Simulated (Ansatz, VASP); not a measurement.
One calculation of CdSe, two programs

File INCAR:

```
PREC = Accurate
ENCUT = 520
EDIFF = 1E-6
ISMEAR = 0
SIGMA = 0.1
LREAL = F
LASPH = T
NELM = 100
ALGO = Normal
ISIF = 2
LWAVE = F
LCHARG = T
GGA = PS
LELF = T
LVHAR = T
NBANDS = 16
```

Contents of KPOINTS:

```
Automatic mesh
0
Gamma
  6 6 6
```

Contents of POSCAR:

```
CdSe
1.0
    0.0000000000      3.0250000000      3.0250000000
    3.0250000000      0.0000000000      3.0250000000
    3.0250000000      3.0250000000      0.0000000000
Cd Se
1 1
Direct
    0.0000000000      0.0000000000      0.0000000000
    0.2500000000      0.2500000000      0.2500000000
```

Input for Ansatz:

```yaml
crystal:
  lattice:
    - [0.0, 3.025, 3.025]
    - [3.025, 0.0, 3.025]
    - [3.025, 3.025, 0.0]
  atoms:
    - { symbol: Cd, position: [0.0, 0.0, 0.0] }
    - { symbol: Se, position: [0.25, 0.25, 0.25] }
basis:
  ecutwfc: 420
kpoints:
  mp_grid: { grid: [6, 6, 6] }
hamiltonian:
  xc: pbesol
  pseudopotentials: { kind: paw, azcp: { folder: soft_1 } }
scf:
  occupations: { method: gaussian, width: 0.1 }
output:
  forces: true
  stress: true
  eigenvalues: true
```

Measurements of this composition are mostly on another form, of space group No. 186.

Alike in both runs: task single point; functional PBEsol; k mesh 6 × 6 × 6; occupations gaussian, width 0.1 eV; no spin polarisation.

|  | VASP | Ansatz |
| --- | --- | --- |
| version | VASP 6.6.1 | Ansatz 0.2.0 |
| potentials or method | VASP PAW PBE potentials, release 64 (Cd, Se) | scalar-relativistic, plane waves, PAW |
| plane-wave cutoff (eV) | 520 | 420 |
| valence electrons in the cell | 18 | 36 |

|  | VASP | Ansatz | Ansatz less VASP |
| --- | --- | --- | --- |
| gap on the k mesh at the Fermi level (eV) | 0.51 | 0.51 | -0.003 |
| least direct gap on the mesh (eV) | 0.51 | 0.51 | -0.003 |
| pressure (GPa) | 1.2 | 0.9 | -0.36 |

The functional is the same, so the differences come from potentials, cutoffs and numerics. The two sets of potentials don't hold the same shells in valence. Ansatz warned: «pseudo_functional_mismatch».

Caveats: the PAW data sets were made with another functional, which shifts forces and pressure a little (VASP).
